The local density approximation (LDA) treats the electrons at each point of a crystal as part of a uniform gas. A functional that also knows how fast the density changes has more information, so it ought to give a better lattice. In HgSe all four gradient-corrected functionals end farther than LDA from the starting cell, which is close to the measured one. Three of them miss it by a wide margin, and their order points to where the trouble comes from.

Relaxation of cell and atoms in HgSe (F-43m) with Ansatz 0.2.0: all-electron LAPW DFT, scalar-relativistic, without spin polarisation, spin-orbit coupling or dispersion correction. All rows use an 8×8×8 k mesh, Fermi-Dirac smearing of 0.05 eV and a basis error target of 0.001 eV/atom. Volume changes count from the starting cell; a is an edge of the two-atom primitive cell.

| functional | wave cutoff | density cutoff | volume change (%) | relaxed length a (Å) |
| --- | --- | --- | --- | --- |
| LDA | 300 eV | 1200.45 eV | -0.690 | 4.288 |
| PBE | 300 eV | 1199.97 eV | 9.250 | 4.426 |
| PBEsol | 300 eV | 1200.08 eV | 2.830 | 4.338 |
| revPBE | 300 eV | 1199.87 eV | 12.830 | 4.474 |
| RPBE | 300 eV | 1200.1 eV | 14.270 | 4.493 |

The volume change is counted from this starting cell, whose conventional edge is 6.078 Å. LDA stays within 1 % of that volume, while PBE swells the cell by 9.25 %. The last column hides the failure, because its lengths are edges of the primitive cell. Multiplied by $\sqrt{2}$, the PBE value becomes a conventional edge of 6.26 Å, which is 3 % longer than at the start.

The settings are unlikely to explain the spread, though no row tests a denser k mesh or a larger basis. Only the functional changes in substance from row to row, and the pressure left after relaxation is worth at most about 0.05 % in volume, taking a rough recalled stiffness. Even the closest pair, revPBE and RPBE, lies 1.44 percentage points apart. Spin-orbit coupling and thermal motion are left out of every row, so they limit the comparison with experiment but don't create the spread. LDA ends closer to the starting volume than PBEsol, but with these effects left out and only one compound tested, that doesn't make it the better functional.

The cause lies in how exchange responds to an uneven density. The functionals multiply the LDA exchange energy at each point by a factor $F(s)$, where the reduced gradient $s$ measures how fast the density changes relative to its own value. When the atoms move apart, the density between them thins out and $s$ rises there. Exchange energy is negative and $F$ grows with $s$, so the gradient contribution to the energy falls as the crystal expands. The gradient term therefore pushes the atoms outward, and the push is stronger where $F$ is steeper.

Complete separation into atoms is the limiting case of this expansion. Free atoms have long, thin density tails with large $s$, so gradient-corrected exchange favours them over the crystal. Measured against spherical atoms without spin polarisation, the binding drops from 5.5 eV per formula unit in LDA to 3.4 eV in RPBE. These are not true cohesive energies, because a real selenium atom is spin-polarised, but the direction fits the outward push. LDA is well known to bind solids too strongly, so its good lattice is no warrant for its energies.

PBE, revPBE and RPBE allow a sharper test, because they share the same correlation and differ only in $F$. All three begin as $1+\mu s^2$, with the same coefficient $\mu$, and then bend over. PBE levels off at $1+\kappa$, where $\kappa$ sets the ceiling. In revPBE the ceiling parameter is raised to $\kappa'$, with $\kappa/\kappa'\approx0.65$. RPBE keeps the ceiling of PBE but approaches it exponentially, which makes the curve bend later.

For revPBE and RPBE, the two limits of $s$ predict opposite orders. At large $s$, PBE and RPBE have both flattened near the same ceiling while revPBE is still climbing, so revPBE should give the largest cell. At small $s$ only the first bending term matters. It is $-\mu^2s^4/\kappa$ in PBE, $-\mu^2s^4/\kappa'$ in revPBE and $-\mu^2s^4/(2\kappa)$ in RPBE. RPBE bends least, stays steepest and should give the largest cell, as it does in the table.

The small-$s$ limit even gives the size of the RPBE expansion. Suppose that the extra volume beyond PBE is proportional to the extra slope of $F$. The gain of RPBE over PBE, divided by that of revPBE, is then

$$\frac{1/\kappa-1/(2\kappa)}{1/\kappa-1/\kappa'}=\frac{0.5}{1-\kappa/\kappa'}\approx\frac{0.5}{0.35}\approx1.4 .$$

From PBE to revPBE the volume change rises by $12.83-9.25=3.58$ points. RPBE should therefore lie $1.4\times3.58\approx5.0$ points above PBE, at about 14.3 %, and the calculation gives 14.27 %. The PBE and revPBE rows set the scale of this estimate, while the RPBE row entered only through its place in the order, which favoured the small-$s$ limit.

Such close agreement shouldn't be read as a measurement of $s$. The model uses one value of $s$ for the whole crystal and the same stiffness for every cell, although a stretched lattice is softer. The output printed below repeats the estimate with the full curves: $s=1$ still gives 14.1 %, but $s=2$ gives 12.6 %, which would put RPBE below revPBE. Within this picture, the lattice is governed by moderate gradients, and $\kappa$ acts through the early bend of $F$ rather than through the ceiling it sets at large $s$. For another functional of this family with the same correlation, the slope of $F$ up to about $s=1$ is the thing to compare.

PBEsol shows where a picture based on exchange alone breaks down. Its gradient coefficient is 0.56 of the one in PBE, and at larger $s$ its curve flattens less. Its outward push should thus be at least 0.56 of the PBE push, which, at equal stiffness, would place it 5.6 points or more above LDA. The calculation places it only 3.5 points above. The direction is right, but the reduction is stronger than weaker exchange explains in this model. Part of the gap is expected to come from the equal stiffness assumed: a stretched lattice is softer, which enlarges the PBE expansion more than that of PBEsol.

What the picture also lacks is the gradient term in correlation. It acts against exchange: correlation becomes weaker where the density is uneven, which pulls the atoms together. PBEsol reduces the correlation coefficient too, but only to about 0.7 of its PBE value, so the inward pull is cut less than the outward push. The difference between push and pull then shrinks by a larger fraction than the push itself. This follows from the construction of the functionals; the table gives only the net result and doesn't separate the two parts.

The failure of PBE thus comes from a compromise. Its exchange coefficient is nearly twice the value for a slowly varying electron gas, a choice that helps with the energies of atoms, where gradients are strong. PBEsol returns to the slowly varying value and brings the volume change down to 2.83 %. revPBE and RPBE go the other way and keep the slope high for longer, which adds to an expansion that was already too large. The absence of dispersion attraction may also lengthen these lattices, though no row tests it.

Printed output of the fit:

```
Lattice by functional:
     row  conventional edge in angstrom  Hg-Se distance in angstrom  length change in percent  volume change beyond LDA in points
     LDA                          6.064                       2.626                   -0.2305                                   0
     PBE                          6.259                        2.71                     2.993                                9.94
  PBEsol                          6.135                       2.656                    0.9346                                3.52
  revPBE                          6.327                        2.74                     4.106                               13.52
    RPBE                          6.354                       2.751                     4.547                               14.96
Spread of volume change over all functionals in points: 14.96
Step from revPBE to RPBE in points: 1.44
Volume error from residual pressure in percent: 0.05
Binding LDA in eV per formula unit: 5.508
Binding PBEsol in eV per formula unit: 4.823
Binding revPBE in eV per formula unit: 3.486
Binding RPBE in eV per formula unit: 3.421
RPBE volume change predicted with reduced gradient 0.5 in percent: 14.28
RPBE volume change predicted with reduced gradient 1 in percent: 14.13
RPBE volume change predicted with reduced gradient 2 in percent: 12.57
RPBE volume change computed in percent: 14.27
PBEsol share of the PBE expansion beyond LDA: 0.3541
Least share if exchange alone acted: 0.5624
Least PBEsol expansion beyond LDA if exchange alone acted in points: 5.591
```
